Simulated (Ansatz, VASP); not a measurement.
Be in VASP and in Ansatz

```xyz
3
Lattice="-1.9962 1.9962 1.9962 1.9962 -1.9962 1.9962 1.9962 1.9962 -1.9962" Properties=species:S:1:pos:R:3 pbc="T T T"
Be    0.0000    0.0000    1.9962
Be    1.9962    0.0000    0.0000
Be    0.0000    1.9962    0.0000
```

Alike in both runs: task relaxation of cell and atoms; functional PBE; k mesh 16 × 16 × 16; occupations gaussian, width 0.1 eV; no spin polarisation.

|  | VASP | Ansatz |
| --- | --- | --- |
| version | VASP 6.6.1 | Ansatz 0.2.0 |
| potentials or method | VASP PAW PBE potentials, release 64 (Be) | scalar-relativistic, plane waves, PAW |
| plane-wave cutoff (eV) | 600 | 420 |
| valence electrons in the cell | 6 | 6 |

|  | VASP | Ansatz | Ansatz less VASP |
| --- | --- | --- | --- |
| gap on the k mesh at the Fermi level, each at its own relaxed structure (eV) | none | none | - |
| relaxed volume (Å³/atom) | 10.70 | 10.68 | -0.018 |
| relaxed cell length with the largest relative difference (Å) | 3.468 | 3.466 | -0.0019 |

A gap of «none» marks a metal or a gap that the smearing closes.
